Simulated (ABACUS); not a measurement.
# PbF2 (Fluorocronite) under changes of volume

One of the cells (17.354 Å³/atom); the others are scaled copies at fixed shape and fractional positions:

```
CELL_PARAMETERS angstrom
0.00000 2.96366 2.96366
2.96366 0.00000 2.96366
2.96366 2.96366 0.00000
ATOMIC_POSITIONS crystal
Pb 0.00000 0.00000 0.00000
F 0.75000 0.75000 0.75000
F 0.25000 0.25000 0.25000
```

* Program: ABACUS 3.10.1
* Functional: PBE
* Potentials or basis: PseudoDojo NC SR 0.4.1 PBE standard
* Cutoff: 1143 eV
* Density cutoff: 4572 eV
* Basis: plane waves
* k mesh: 8 × 8 × 8
* Occupations: fermi-dirac, width 0.05 eV
* Spin: no spin polarisation

```csv
volume (Å³/atom),energy over the lowest point (meV/atom),pressure (GPa),gap on the mesh (eV)
16.313,?,?,?
16.660,24.24,6.2,4.42
17.007,12.81,4.3,4.43
17.354,5.22,2.7,4.43
17.701,1.07,1.2,4.43
18.048,0.00,-0.2,4.43
18.395,1.68,-1.4,4.43
```

Task: What does the run at 16.313 Å³/atom give?

Result: Energy over the lowest point 39.97 meV/atom; pressure 8.3 GPa; gap on the mesh 4.41 eV.

Worked out: A Birch-Murnaghan fit of order 3 (a polynomial in V^(-2/3)) to the other rows has its minimum at 18.00 Å³/atom with B0 = V·E''(V) = 67 GPa and B' = 4.7. It gives 39.97 meV/atom at 16.313 Å³/atom, against the run's 39.97, and -dE/dV = 8.3 GPa, against 8.3. A straight line through the other rows of the gap, of slope 0.0731 eV per unit of ln V, extrapolates to 4.42 eV, against the run's 4.41.

Energies are extrapolated to zero smearing.

Caveats: spin-orbit coupling is left out, which as a rule narrows the gap of such compounds by several tenths of an eV.

A mesh can miss the band edges.
